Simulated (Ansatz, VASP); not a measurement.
GaP in VASP and in Ansatz

The input INCAR:

```
SYSTEM = GaP
PREC     = Accurate       ! precision mode
ENCUT    = 520            ! plane-wave cutoff, eV
EDIFF    = 1E-6           ! SCF threshold, eV
ISMEAR   = 0              ! smearing method
SIGMA    = 0.01           ! smearing width, eV
LREAL    = .False.        ! projectors in reciprocal space
LASPH    = .True.         ! aspherical terms in the spheres
NELM     = 100            ! most SCF steps
ALGO     = Normal         ! electronic algorithm
ISIF     = 2              ! what is computed and relaxed
LWAVE    = .False.        ! write WAVECAR
LCHARG   = .False.        ! write CHGCAR
GGA      = PE             ! functional
NBANDS   = 16             ! bands
```

KPOINTS

```
regular mesh
0
Gamma
  8 8 8
  0 0 0
```

Contents of POSCAR:

```
GaP
1.0
    0.0000000000      2.7525584882      2.7525584882
    2.7525584882      0.0000000000      2.7525584882
    2.7525584882      2.7525584882      0.0000000000
Ga P
1 1
Direct
    0.0000000000      0.0000000000      0.0000000000
    0.2500000000      0.2500000000      0.2500000000
```

Input for Ansatz:

```yaml
crystal:
  lattice:
    - [0.0, 2.7525584888, 2.7525584888]
    - [2.7525584888, 0.0, 2.7525584888]
    - [2.7525584888, 2.7525584888, 0.0]
  atoms:
    - { symbol: Ga, position: [0.0, 0.0, 0.0] }
    - { symbol: P, position: [0.25, 0.25, 0.25] }
basis:
  ecutwfc: 420
  xc_grid: 2
kpoints:
  mp_grid: { grid: [8, 8, 8] }
  band_path: { path: [VBM, CBM], npoints: 2 }
hamiltonian:
  xc: pbe
scf:
  occupations: { method: gaussian, width: 0.01 }
output:
  forces: true
  stress: true
  eigenvalues: true
```

Alike in both runs: task single point; functional PBE; k mesh 8 × 8 × 8; occupations gaussian, width 0.01 eV; no spin polarisation.

```csv
,VASP,Ansatz
version,VASP 6.6.1,Ansatz 0.2.0
potentials or method,"VASP PAW PBE potentials, release 64 (Ga_d, P)","scalar-relativistic, plane waves, PAW"
plane-wave cutoff (eV),520,420
valence electrons in the cell,18,18
```

|  | VASP | Ansatz | Ansatz less VASP |
| --- | --- | --- | --- |
| gap on the k mesh at the Fermi level (eV) | 1.58 | 1.58 | +0.003 |
| least direct gap on the mesh (eV) | 1.58 | 1.58 | +0.003 |
| pressure (GPa) | 0.0 | 0.0 | +0.07 |

A k mesh can miss the band edges. As with any semilocal functional, this PBE gap is likely too small.
